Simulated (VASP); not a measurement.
From VASP inputs to Ansatz: PbSe (strained rocksalt)

INCAR

```
SIGMA = 0.02
LASPH = .TRUE.
NSW = 0
NELM = 120
LWAVE = .FALSE.
PREC = Accurate
GGA = PE
NBANDS = 17
IBRION = -1
EDIFF = 1E-7
LCHARG = .FALSE.
ISIF = 2
ISMEAR = -1
ENCUT = 520
LREAL = .FALSE.
```

KPOINTS

```
KPOINTS created by Atomic Simulation Environment
0
Gamma
8 8 8
0 0 0
```

KPOINTS_OPT

```
special points
7
Reciprocal
0.0000000000 0.0000000000 0.0000000000 1
0.5000000000 0.0000000000 0.5000000000 1
0.6250000000 0.2500000000 0.6250000000 1
0.3750000000 0.3750000000 0.7500000000 1
0.5000000000 0.5000000000 0.5000000000 1
0.5000000000 0.2500000000 0.7500000000 1
0.0000000000 0.0000000000 0.5000000000 1
```

POSCAR

```
Pb Se
 1.0000000000000000
    -0.0844822184000000    3.0659940456000001    3.0659940456000001
     3.0659940456000001   -0.0844822184000000    3.0659940456000001
     3.0659940456000001    3.0659940456000001   -0.0844822184000000
 Pb  Se
   1   1
Cartesian
  0.0000000000000000  0.0000000000000000  0.0000000000000000
  3.0237529364000002  3.0237529364000002  3.0237529364000002
```

VASP ran with the recommended PBE PAW datasets (20 valence electrons in the cell).

Problem. Translate these files to an Ansatz input.

Solution. 

```yaml
crystal:
  lattice:
    - [-0.0844822184, 3.0659940456, 3.0659940456]
    - [3.0659940456, -0.0844822184, 3.0659940456]
    - [3.0659940456, 3.0659940456, -0.0844822184]
  atoms:
    - { symbol: Pb, position: [0.0, 0.0, 0.0] }
    - { symbol: Se, position: [0.5, 0.5, 0.5] }
kpoints:
  mp_grid: { grid: [8, 8, 8] }
  band_path:
    path:
      - [0.0, 0.0, 0.0]
      - [0.5, 0.0, 0.5]
      - [0.625, 0.25, 0.625]
      - [0.375, 0.375, 0.75]
      - [0.5, 0.5, 0.5]
      - [0.5, 0.25, 0.75]
      - [0.0, 0.0, 0.5]
    npoints: 1
hamiltonian:
  xc: pbe
scf:
  occupations: { method: fermi_dirac, width: 0.02 }
  n_extra_bands: 4
output:
  forces: true
  stress: true
  eigenvalues: true
```

Other inputs would serve too.

```
                              VASP   Ansatz
gap between bands v and c  0.20 eV  0.20 eV
         least direct gap  0.42 eV  0.41 eV
                 pressure  0.0 GPa  0.0 GPa
```

Each program uses its own PAW datasets. VASP's cell holds 20 valence electrons and Ansatz's 30. Ansatz's stress includes a Pulay correction; VASP's doesn't.
